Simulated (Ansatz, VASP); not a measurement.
# Si: VASP beside Ansatz

File INCAR:

```
  ALGO = Normal
  EDIFF = 1E-8
  ENCUT = 520
  GGA = CA
  ISIF = 2
  ISMEAR = -1
  LASPH = True
  LCHARG = False
  LEFG = True
  LREAL = False
  LWAVE = False
  NBANDS = 11
  NELM = 80
  PREC = Accurate
  SIGMA = 0.08
```

File KPOINTS:

```
k-points
0
Gamma
  12 12 12
```

POSCAR

```
Si
1.0
    0.0000000000      2.7426247000      2.7154700000
    2.7426247000      0.0000000000      2.7154700000
    2.7426247000      2.7426247000      0.0000000000
Si
2
Direct
    0.5000000000      0.5000000000      0.5000000000
    0.7500000000      0.7500000000      0.7500000000
```

Input for Ansatz:

```yaml
crystal:
  lattice:
    - [0.0, 2.7426247, 2.71547]
    - [2.7426247, 0.0, 2.71547]
    - [2.7426247, 2.7426247, 0.0]
  atoms:
    - { symbol: Si, position: [0.5, 0.5, 0.5] }
    - { symbol: Si, position: [0.75, 0.75, 0.75] }
kpoints:
  mp_grid: { grid: [12, 12, 12] }
scf:
  occupations: { method: fermi_dirac, width: 0.08 }
hamiltonian:
  xc: lda
  pseudopotentials: { kind: all_electron, datasets: crystal }
output:
  forces: true
  stress: true
  eigenvalues: true
  efg: { contact_densities: true }
```

Change from the starting cell: equal xx and yy strain of +1 %, crystal datasets.

Alike in both runs: task electric field gradients; functional LDA; k mesh 12 × 12 × 12; occupations fermi-dirac, width 0.08 eV; no spin polarisation.

|  | VASP | Ansatz |
| --- | --- | --- |
| version | VASP 6.6.1 | Ansatz 0.2.0 |
| potentials or method | VASP PAW LDA potentials, release 64 (Si) | all-electron PAW with datasets made for the crystal, scalar-relativistic |
| plane-wave cutoff (eV) | 520 | see its input |

VASP gave:

```
pressure (GPa)                                                 : -3.2
largest component of the traceless stress (GPa)                : 0.62
Vzz of the field gradient on the site that differs most (V/Å²) : 0.1
```

What did Ansatz give for the same quantities?

Pressure (GPa): -3.3; largest component of the traceless stress (GPa): 0.62; Vzz of the field gradient on the site that differs most (V/Å²): 0.1.

Ansatz ran all-electron here, so the differences hold the error of VASP's frozen core and of both bases.
